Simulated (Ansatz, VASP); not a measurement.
One calculation of Pb, two programs

INCAR

```
PREC     = Accurate       # precision mode
ENCUT    = 550            # plane-wave cutoff, eV
EDIFF    = 1E-7           # SCF threshold, eV
ISMEAR   = -1             # smearing method
SIGMA    = 0.05           # smearing width, eV
LREAL    = F              # projectors in reciprocal space
LASPH    = T              # aspherical terms in the spheres
NELM     = 100            # most SCF steps
ALGO     = Fast           # electronic algorithm
ISIF     = 2              # what is computed and relaxed
LWAVE    = F              # write WAVECAR
LCHARG   = F              # write CHGCAR
GGA      = PE             # functional
```

KPOINTS

```
Automatic mesh
0
Gamma
  9 9 9
```

The input POSCAR:

```
Pb
1.0
    0.0000000000      2.4750200000      2.4750200000
    2.4750200000      0.0000000000      2.4750200000
    2.4750200000      2.4750200000      0.0000000000
Pb
1
Direct
    0.0000000000      0.0000000000      0.0000000000
```

Contents of KPOINTS_OPT:

```
path GXWKGLUWLK,UX
20
line-mode
reciprocal
 0.0000000000  0.0000000000  0.0000000000  G
 0.5000000000  0.0000000000  0.5000000000  X

 0.5000000000  0.0000000000  0.5000000000  X
 0.5000000000  0.2500000000  0.7500000000  W

 0.5000000000  0.2500000000  0.7500000000  W
 0.3750000000  0.3750000000  0.7500000000  K

 0.3750000000  0.3750000000  0.7500000000  K
 0.0000000000  0.0000000000  0.0000000000  G

 0.0000000000  0.0000000000  0.0000000000  G
 0.5000000000  0.5000000000  0.5000000000  L

 0.5000000000  0.5000000000  0.5000000000  L
 0.6250000000  0.2500000000  0.6250000000  U

 0.6250000000  0.2500000000  0.6250000000  U
 0.5000000000  0.2500000000  0.7500000000  W

 0.5000000000  0.2500000000  0.7500000000  W
 0.5000000000  0.5000000000  0.5000000000  L

 0.5000000000  0.5000000000  0.5000000000  L
 0.3750000000  0.3750000000  0.7500000000  K

 0.6250000000  0.2500000000  0.6250000000  U
 0.5000000000  0.0000000000  0.5000000000  X
```

Contents of input.yaml:

```yaml
crystal:
  lattice:
    - [0.0, 2.47502, 2.47502]
    - [2.47502, 0.0, 2.47502]
    - [2.47502, 2.47502, 0.0]
  atoms:
    - { symbol: Pb, position: [0.0, 0.0, 0.0] }
hamiltonian:
  xc: pbe
  pseudopotentials: { kind: paw }
kpoints:
  mp_grid: { grid: [9, 9, 9] }
  band_path:
    path:
      - [[0.0, 0.0, 0.0], [0.5, 0.0, 0.5], [0.5, 0.25, 0.75], [0.375, 0.375, 0.75], [0.0, 0.0, 0.0], [0.5, 0.5, 0.5], [0.625, 0.25, 0.625], [0.5, 0.25, 0.75], [0.5, 0.5, 0.5], [0.375, 0.375, 0.75]]
      - [[0.625, 0.25, 0.625], [0.5, 0.0, 0.5]]
    npoints: 14
scf:
  occupations: { method: fermi_dirac, width: 0.05 }
  n_extra_bands: 6
output:
  forces: true
  stress: true
  eigenvalues: true
  fatbands: false
```

Alike in both runs: task band structure; functional PBE; k mesh 9 × 9 × 9; occupations fermi-dirac, width 0.05 eV; no spin polarisation.

|  | VASP | Ansatz |
| --- | --- | --- |
| version | VASP 6.6.1 | Ansatz 0.2.0 |
| potentials or method | VASP PAW PBE potentials, release 64 (Pb_d_GW) | Ansatz PAW |
| plane-wave cutoff (eV) | 550 | 420 |
| valence electrons in the cell | 16 | 14 |

```tsv
	VASP	Ansatz	Ansatz less VASP
gap on the k mesh at the Fermi level (eV)	none	none	-
pressure (GPa)	2.2	2.3	+0.08
```

A gap of «none» marks a metal or a gap that the smearing closes. With one functional, cell and mesh, what is left measures potentials, basis and numerics. The two sets of potentials don't hold the same shells in valence.

Caveats: spin-orbit coupling is left out, which moves the levels of the heavy elements.
